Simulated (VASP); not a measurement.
# GaP (F-43m) in VASP: single point with PBE

Aim: the single point of GaP with PBE.

All numbers are computed with VASP 6.6.1; they aren't measurements. Logs are shortened: lines on timing, memory, paths and dates and some standing lists are left out, and cuts for length are marked.

**Measured values to compare with.**

“Stacking defects in GaP nanowires: Electronic structure and optical properties”, 2018, arxiv:1810.01194 quotes, for a bulk crystal of GaP at 10 K: band gap 2.34 eV (indirect).

How close the calculation comes is told below.

**1. The structure**

It takes space group F-43m (No. 216, cubic). Conventional cell: a = 5.452 Å, b = 5.452 Å, c = 5.452 Å, α = 90.00°, β = 90.00°, γ = 90.00°. Ga (site symmetry -43m) is surrounded by 4 P at 2.36 Å. P (site symmetry -43m) has 4 Ga at 2.36 Å as nearest neighbours.

The cell is a database's computed one.

**2. Single point, PBE**

INCAR

```
SYSTEM = GaP
PREC = Accurate ; ENCUT = 520
EDIFF = 1E-7 ; ISMEAR = 0
SIGMA = 0.1 ; LREAL = .False.
LASPH = .True. ; NELM = 100
ALGO = Normal ; ISIF = 2
LWAVE = .False. ; LCHARG = .False.
GGA = PE ; NBANDS = 16
```

KPOINTS

```
Automatic mesh
0
Gamma
  6 6 6
  0 0 0
```

POSCAR

```
GaP
1.0
    0.0000000000      2.7258120000      2.7258120000
    2.7258120000      0.0000000000      2.7258120000
    2.7258120000      2.7258120000      0.0000000000
Ga P
1 1
Direct
    0.0000000000      0.0000000000      0.0000000000
    0.2500000000      0.2500000000      0.2500000000
```

Potentials or basis: VASP PAW PBE potentials, release 64 (Ga_d, P).

Run with:

```console
$ cat potpaw_PBE.64/Ga_d/POTCAR potpaw_PBE.64/P/POTCAR > POTCAR
$ mpirun -np 1 vasp_std > vasp.out
```

OUTCAR:

```text
SYSTEM = GaP
   PREC = Accurate
   ENCUT = 520
   EDIFF = 1E-7
   ISMEAR = 0
   LREAL = .False.
   LASPH = .True.
   NELM = 100
   ISIF = 2
   GGA = PE

 ion  position               nearest neighbor table
   1  0.000  0.000  0.000-   2 2.36   2 2.36   2 2.36   2 2.36
   2  0.250  0.250  0.250-   1 2.36   1 2.36   1 2.36   1 2.36

  LATTYP: Found a face centered cubic cell.
 ALAT       =     5.4516240000

  Lattice vectors:

 A1 = (   0.0000000000,   2.7258120000,   2.7258120000)
 A2 = (   2.7258120000,   0.0000000000,   2.7258120000)
 A3 = (   2.7258120000,   2.7258120000,   0.0000000000)

Analysis of symmetry for initial positions (statically):
=====================================================================
 Subroutine PRICEL returns:
 Original cell was already a primitive cell.

 Routine SETGRP: Setting up the symmetry group for a
 face centered cubic supercell.

 Subroutine GETGRP returns: Found 24 space group operations
 (whereof 24 operations were pure point group operations)
 out of a pool of 48 trial point group operations.

The static configuration has the point symmetry T_d .

Analysis of symmetry for dynamics (positions and initial velocities):
=====================================================================
 Subroutine PRICEL returns:
 Original cell was already a primitive cell.

 Routine SETGRP: Setting up the symmetry group for a
 face centered cubic supercell.

 Subroutine GETGRP returns: Found 24 space group operations
 (whereof 24 operations were pure point group operations)
 out of a pool of 48 trial point group operations.

The dynamic configuration has the point symmetry T_d .

 Subroutine INISYM returns: Found 24 space group operations
 (whereof 24 operations are pure point group operations),
 and found     1 'primitive' translations

----------------------------------------------------------------------------------------

                                     Primitive cell

  volume of cell :      40.5058

  direct lattice vectors                    reciprocal lattice vectors
     0.000000000  2.725812000  2.725812000    -0.183431579  0.183431579  0.183431579
     2.725812000  0.000000000  2.725812000     0.183431579 -0.183431579  0.183431579
     2.725812000  2.725812000  0.000000000     0.183431579  0.183431579 -0.183431579

  length of vectors
     3.854880299  3.854880299  3.854880299     0.317712815  0.317712815  0.317712815

  position of ions in fractional coordinates (direct lattice)
     0.000000000  0.000000000  0.000000000
     0.250000000  0.250000000  0.250000000

  ion indices of the primitive-cell ions
   primitive index   ion index
                 1           1
                 2           2

----------------------------------------------------------------------------------------

 KPOINTS: Automatic mesh

Automatic generation of k-mesh.
 Grid dimensions read from file:
 generate k-points for:    6    6    6

 Generating k-lattice:

  Cartesian coordinates                     Fractional coordinates (reciprocal lattice)
    -0.030571930  0.030571930  0.030571930     0.166666667  0.000000000  0.000000000
     0.030571930 -0.030571930  0.030571930     0.000000000  0.166666667  0.000000000
     0.030571930  0.030571930 -0.030571930     0.000000000  0.000000000  0.166666667

  Length of vectors
     0.052952136  0.052952136  0.052952136

  Shift w.r.t. Gamma in fractional coordinates (k-lattice)
     0.000000000  0.000000000  0.000000000

 Subroutine IBZKPT returns following result:
 ===========================================

 Found     16 irreducible k-points:

 Following reciprocal coordinates:
            Coordinates               Weight
  0.000000  0.000000  0.000000      1.000000
  0.166667  0.000000  0.000000      8.000000
  0.333333  0.000000  0.000000      8.000000
  0.500000  0.000000  0.000000      4.000000
  0.166667  0.166667  0.000000      6.000000
  0.333333  0.166667  0.000000     24.000000
[... 8 lines left out ...]
 -0.333333  0.333333  0.166667     24.000000
 -0.333333  0.500000  0.166667     12.000000
   k-points           NKPTS =     16   k-points in BZ     NKDIM =     16   number of bands    NBANDS=     16
   number of dos      NEDOS =    301   number of ions     NIONS =      2
   total plane-waves  NPLWV =  27000
   dimension x,y,z NGX =    30 NGY =   30 NGZ =   30
   dimension x,y,z NGXF=    60 NGYF=   60 NGZF=   60
   ions per type =               1   1
   NGX,Y,Z   is equivalent  to a cutoff of  12.94, 12.94, 12.94 a.u.
   NGXF,Y,Z  is equivalent  to a cutoff of  25.88, 25.88, 25.88 a.u.
 SYSTEM =  GaP
   PREC   = accura    normal or accurate (medium, high low for compatibility)
   ISTART =      0    job   : 0-new  1-cont  2-samecut
   ICHARG =      2    charge: 1-file 2-atom 10-const
   ISPIN  =      1    spin polarized calculation?
   LNONCOLLINEAR =      F non collinear calculations
   LSORBIT =      F    spin-orbit coupling
   LASPH  =      T    aspherical Exc in radial PAW
   ENCUT  =  520.0 eV  38.22 Ry    6.18 a.u.   7.17  7.17  7.17*2*pi/ulx,y,z
   NELM   =    100;   NELMIN=  2; NELMDL= -5     # of ELM steps
   EDIFF  = 0.1E-06   stopping-criterion for ELM
   LREAL  =      F    real-space projection
   EDIFFG = 0.1E-05   stopping-criterion for IOM
   NSW    =      0    number of steps for IOM
   IBRION =     -1    ionic relax: 0-MD 1-quasi-New 2-CG
   NFREE  =      0    steps in history (QN), initial steepest desc. (CG)
   ISIF   =      2    stress and relaxation
   ISYM   =      2    0-nonsym 1-usesym 2-fastsym
   POTIM  = 0.5000    time-step for ionic-motion
   TEBEG  =    0.0;   TEEND  =   0.0 temperature during run
   PSTRESS=    0.0 pullay stress
   NELECT =      18.0000    total number of electrons
   NUPDOWN=      -1.0000    fix difference up-down
   EMIN   =  10.00;   EMAX   =-10.00  energy-range for DOS
   EFERMI =   0.00;   METHOD = LEGACY
   ISMEAR =     0;   SIGMA  =   0.10  broadening in eV -4-tet -1-fermi 0-gaus
   EFERMI_NEDOS =   21; number of points for ismear=-14 and -15
   IALGO  =     38    algorithm
   IMIX   =      4    mixing-type and parameters
     AMIX     =   0.40;   BMIX     =  1.00
     AMIX_MAG =   1.60;   BMIX_MAG =  1.00
  volume/ion in A,a.u.               =      20.25       136.67
  Fermi-wavevector in a.u.,A,eV,Ry     =   1.249280  2.360797 21.234618  1.560700
  Thomas-Fermi vector in A             =   2.383328
   LORBIT       =      0    0 simple, 1 ext, 2 COOP (PROOUT), +10 PAW based schemes
   GGA     = PE    functional components
   LHFCALC =     F    Hartree Fock is set to
   AEXX    =    0.0000 exact exchange contribution
   IVDW    =     0    specifies the selected vdW correction
   LEPSILON=     F    determine dielectric tensor
   LRPA    =     F    only Hartree local field effects (RPA)
 non-spin polarized calculation
 Gauss-broadening in eV      SIGMA  =   0.10
  energy-cutoff  :      520.00
  volume of cell :       40.51
 maximum number of plane-waves:      1113
 NGX is ok and might be reduce to    30
   NGX = 15   NGY = 15   NGZ = 15

 number of electron      17.9999989 magnetization

 Free energy of the ion-electron system (eV)
  ---------------------------------------------------
  ext. energy  EPLUGINS =         0.00000000
  ---------------------------------------------------
  free energy    TOTEN  =        -9.10275411 eV

  energy without entropy =       -9.10275411  energy(sigma->0) =       -9.10275411

 E-fermi :   5.0621     XC(G=0):  -9.8270

 val. band max:        4.6526945842   @ k =   0.0000   0.0000   0.0000
 cond. band min:       6.3050312947   @ k =   0.5000   0.5000   0.0000
 fundamental gap:      1.6523367105
 Fermi energy:         5.0621229303

 k-point     1 :       0.0000    0.0000    0.0000
  band No.  band energies     occupation
      1      -9.9047      2.00000
      2      -9.9047      2.00000
      3      -9.9047      2.00000
      4      -9.8054      2.00000
      5      -9.8054      2.00000
      6      -7.8356      2.00000
[... 8 lines left out ...]
     15      14.4357      0.00000
     16      14.4357      0.00000

 k-point     2 :       0.1667    0.0000    0.0000
  band No.  band energies     occupation
      1      -9.9274      2.00000
      2      -9.8969      2.00000
      3      -9.8969      2.00000
      4      -9.8052      2.00000
      5      -9.8052      2.00000
      6      -7.4798      2.00000
[... 8 lines left out ...]
     15      13.6172      0.00000
     16      14.7051      0.00000

 k-point     3 :       0.3333    0.0000    0.0000
  band No.  band energies     occupation
      1      -9.9676      2.00000
      2      -9.8843      2.00000
      3      -9.8843      2.00000
      4      -9.8017      2.00000
      5      -9.8017      2.00000
      6      -6.5333      2.00000
[... 8 lines left out ...]
     15      14.2961      0.00000
     16      14.3503      0.00000

 k-point     4 :       0.5000    0.0000    0.0000
  band No.  band energies     occupation
      1      -9.9858      2.00000
      2      -9.8800      2.00000
      3      -9.8800      2.00000
      4      -9.7980      2.00000
      5      -9.7980      2.00000
      6      -5.7709      2.00000
[... 8 lines left out ...]
     15      16.3355      0.00000
     16      16.3355      0.00000

 k-point     5 :       0.1667    0.1667    0.0000
  band No.  band energies     occupation
      1      -9.9412      2.00000
      2      -9.8890      2.00000
      3      -9.8890      2.00000
      4      -9.8127      2.00000
      5      -9.7999      2.00000
      6      -7.3616      2.00000
[... 8 lines left out ...]
     15      14.8675      0.00000
     16      15.5171      0.00000

 k-point     6 :       0.3333    0.1667    0.0000
  band No.  band energies     occupation
      1      -9.9716      2.00000
      2      -9.8780      2.00000
      3      -9.8746      2.00000
      4      -9.8163      2.00000
      5      -9.7955      2.00000
      6      -6.6002      2.00000
[... 8 lines left out ...]
     15      15.3823      0.00000
     16      16.3043      0.00000

 k-point     7 :       0.5000    0.1667    0.0000
  band No.  band energies     occupation
      1      -9.9891      2.00000
      2      -9.8750      2.00000
      3      -9.8688      2.00000
      4      -9.8094      2.00000
      5      -9.7957      2.00000
      6      -5.6293      2.00000
[... 8 lines left out ...]
     15      16.3530      0.00000
     16      16.9350      0.00000

 k-point     8 :      -0.3333    0.1667    0.0000
  band No.  band energies     occupation
      1      -9.9817      2.00000
      2      -9.8770      2.00000
      3      -9.8736      2.00000
      4      -9.8043      2.00000
      5      -9.8021      2.00000
      6      -5.9143      2.00000
[... 8 lines left out ...]
     15      15.4488      0.00000
     16      17.0856      0.00000

 k-point     9 :      -0.1667    0.1667    0.0000
  band No.  band energies     occupation
      1      -9.9542      2.00000
      2      -9.8876      2.00000
      3      -9.8843      2.00000
      4      -9.8090      2.00000
      5      -9.8013      2.00000
      6      -6.9201      2.00000
[... 8 lines left out ...]
     15      14.9081      0.00000
     16      16.2965      0.00000

 k-point    10 :       0.3333    0.3333    0.0000
  band No.  band energies     occupation
      1      -9.9980      2.00000
      2      -9.8565      2.00000
      3      -9.8565      2.00000
      4      -9.8309      2.00000
      5      -9.7891      2.00000
      6      -6.0712      2.00000
[... 8 lines left out ...]
     15      16.0517      0.00000
     16      19.0917      0.00000

 k-point    11 :       0.5000    0.3333    0.0000
  band No.  band energies     occupation
      1     -10.0085      2.00000
      2      -9.8544      2.00000
      3      -9.8484      2.00000
      4      -9.8299      2.00000
      5      -9.7889      2.00000
      6      -5.2115      2.00000
[... 8 lines left out ...]
     15      16.5732      0.00000
     16      17.9224      0.00000

 k-point    12 :      -0.3333    0.3333    0.0000
  band No.  band energies     occupation
      1      -9.9977      2.00000
      2      -9.8664      2.00000
      3      -9.8551      2.00000
      4      -9.8162      2.00000
      5      -9.7984      2.00000
      6      -5.1091      2.00000
[... 8 lines left out ...]
     15      14.2359      0.00000
     16      19.7032      0.00000

 k-point    13 :       0.5000    0.5000    0.0000
  band No.  band energies     occupation
      1     -10.0217      2.00000
      2      -9.8410      2.00000
      3      -9.8396      2.00000
      4      -9.8396      2.00000
      5      -9.7837      2.00000
      6      -4.8714      2.00000
[... 8 lines left out ...]
     15      17.0473      0.00000
     16      17.6471      0.00000

 k-point    14 :       0.5000    0.3333    0.1667
  band No.  band energies     occupation
      1      -9.9909      2.00000
      2      -9.8704      2.00000
      3      -9.8594      2.00000
      4      -9.8194      2.00000
      5      -9.7945      2.00000
      6      -5.7580      2.00000
[... 8 lines left out ...]
     15      16.4680      0.00000
     16      17.9178      0.00000

 k-point    15 :      -0.3333    0.3333    0.1667
  band No.  band energies     occupation
      1      -9.9970      2.00000
      2      -9.8704      2.00000
      3      -9.8527      2.00000
      4      -9.8160      2.00000
      5      -9.7977      2.00000
      6      -5.1067      2.00000
[... 8 lines left out ...]
     15      17.1214      0.00000
     16      17.4271      0.00000

 k-point    16 :      -0.3333    0.5000    0.1667
  band No.  band energies     occupation
      1     -10.0079      2.00000
      2      -9.8591      2.00000
      3      -9.8447      2.00000
      4      -9.8258      2.00000
      5      -9.7922      2.00000
      6      -4.8030      2.00000
[... 8 lines left out ...]
     15      16.5539      0.00000
     16      18.2537      0.00000

------------------------ aborting loop because EDIFF is reached ----------------------------------------

  FORCE on cell =-STRESS in cart. coord.  units (eV):
  Direction    XX          YY          ZZ          XY          YZ          ZX
  --------------------------------------------------------------------------------------
  -------------------------------------------------------------------------------------
  Total        0.6202704      0.6202704      0.6202704     -0.0000000      0.0000000     -0.0000000
  in kB       24.5343135     24.5343135     24.5343135     -0.0000000      0.0000000     -0.0000000
  external PRESSURE =      24.5343135 kB  Pullay stress =       0.0000000 kB

 VOLUME and BASIS-vectors are now :
 -----------------------------------------------------------------------------
  energy-cutoff  :      520.00
  volume of cell :       40.51
      direct lattice vectors                 reciprocal lattice vectors
     0.000000000  2.725812000  2.725812000    -0.183431579  0.183431579  0.183431579
     2.725812000  0.000000000  2.725812000     0.183431579 -0.183431579  0.183431579
     2.725812000  2.725812000  0.000000000     0.183431579  0.183431579 -0.183431579

 POSITION                                       TOTAL-FORCE (eV/Angst)
 -----------------------------------------------------------------------------------
      0.00000      0.00000      0.00000        -0.000000     -0.000000     -0.000000
      1.36291      1.36291      1.36291         0.000000      0.000000      0.000000
 -----------------------------------------------------------------------------------
    total drift:                                0.000002      0.000002      0.000002

  FREE ENERGIE OF THE ION-ELECTRON SYSTEM (eV)
  ---------------------------------------------------
  free  energy   TOTEN  =        -9.1027541104 eV

  energy  without entropy=       -9.1027541104  energy(sigma->0) =       -9.10275411
```

Run time: 27 s. Hardware: 1 thread of Intel Xeon Platinum 8375C at 2.90GHz (Ice Lake), shared host; peak memory 0.16 GiB.

Results:

| Item | Value |
| --- | --- |
| Free energy | -9.1028 eV |
| Pressure | 2.5 GPa |
| Band gap on the k mesh | 1.65 eV, indirect (least direct gap 1.82 eV) |

Levels at points of the mesh, in eV from the valence-band top:
| k point | band 6 | band 7 | band 8 | band 9 | band 10 | band 11 | band 12 | band 13 |
| --- | --- | --- | --- | --- | --- | --- | --- | --- |
| (0.00, 0.00, 0.00) | -12.49 | 0.00 | 0.00 | 0.00 | 1.82 | 3.88 | 3.88 | 3.88 |
| (0.50, 0.00, 0.00) | -10.42 | -6.63 | -1.12 | -1.12 | 1.67 | 4.72 | 4.72 | 8.28 |
| (0.50, 0.50, 0.00) | -9.52 | -6.75 | -2.68 | -2.68 | 1.65 | 1.82 | 10.59 | 10.59 |

**3. Comparison with measurements**

Step 2. A measured gap of GaP is 2.34 eV (indirect; 10 K; quoted in “Stacking defects in GaP nanowires: Electronic structure and optical properties”, 2018, arxiv:1810.01194); the calculated 1.65 eV misses it by -0.69 eV. Spin-orbit coupling on Ga is left out. The value is that of PBE on a finite k mesh, which can miss the band edges, without temperature or zero-point motion. Semilocal functionals fall short of measured gaps as a rule. The cell is a database's relaxed one, not the measured one, which moves gaps too.
